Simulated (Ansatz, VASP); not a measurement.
Sb: VASP beside Ansatz

File INCAR:

```
ALGO     = Normal         # electronic algorithm
EDIFF    = 1E-8           # SCF threshold, eV
ENCUT    = 520            # plane-wave cutoff, eV
GGA      = PS             # functional
ISIF     = 2              # what is computed and relaxed
ISMEAR   = -1             # smearing method
LASPH    = True           # aspherical terms in the spheres
LCHARG   = False          # write CHGCAR
LEFG     = True         
LREAL    = False          # projectors in reciprocal space
LWAVE    = False          # write WAVECAR
NBANDS   = 12             # bands
NELM     = 60             # most SCF steps
PREC     = Accurate       # precision mode
SIGMA    = 0.05           # smearing width, eV
```

File KPOINTS:

```
k-points
0
Gamma
  12 12 7
```

Contents of POSCAR:

```
Sb
1.0
    3.4133342133      0.0000000000      0.0000000000
   -1.7066671067      2.9560341404      0.0000000000
    0.0000000000      0.0000000000      5.4001396224
Sb
2
Direct
    0.3333333333      0.6666666667      0.2500000000
    0.6666666667      0.3333333333      0.7500000000
```

Input for Ansatz:

```yaml
crystal:
  lattice:
    - [3.4133342133, 0.0, 0.0]
    - [-1.7066671067, 2.9560341404, 0.0]
    - [0.0, 0.0, 5.4001396224]
  atoms:
    - { symbol: Sb, position: [0.3333333333, 0.6666666667, 0.25] }
    - { symbol: Sb, position: [0.6666666667, 0.3333333333, 0.75] }
kpoints:
  mp_grid: { grid: [12, 12, 7] }
scf:
  occupations: { method: fermi_dirac, width: 0.05 }
hamiltonian:
  xc: pbesol
  pseudopotentials: { kind: all_electron, datasets: crystal }
output:
  forces: true
  stress: true
  eigenvalues: true
  efg: { contact_densities: true }
```

Change from the starting cell: volume scaled by 1.04, crystal datasets.

Alike in both runs: task electric field gradients; functional PBEsol; k mesh 12 × 12 × 7; occupations fermi-dirac, width 0.05 eV; no spin polarisation.

|  | VASP | Ansatz |
| --- | --- | --- |
| version | VASP 6.6.1 | Ansatz 0.2.0 |
| potentials or method | VASP PAW PBE potentials, release 64 (Sb) | all-electron PAW with datasets made for the crystal, scalar-relativistic |
| plane-wave cutoff (eV) | 520 | see its input |

```tsv
	VASP	Ansatz	Ansatz less VASP
pressure (GPa)	-2.6	-2.6	+0.04
largest component of the traceless stress (GPa)	0.78	0.77	-0.003
Vzz of the field gradient on the site that differs most (V/Å²)	22.1	23.8	+1.74
```

Ansatz ran all-electron here, so the differences hold the error of VASP's frozen core and of both bases. Ansatz warned: «gradients_without_spin_orbit».

Caveats: the PAW data sets were made with another functional, which shifts forces and pressure a little (VASP). The runs have no spin-orbit coupling, so splittings on Sb are missing.
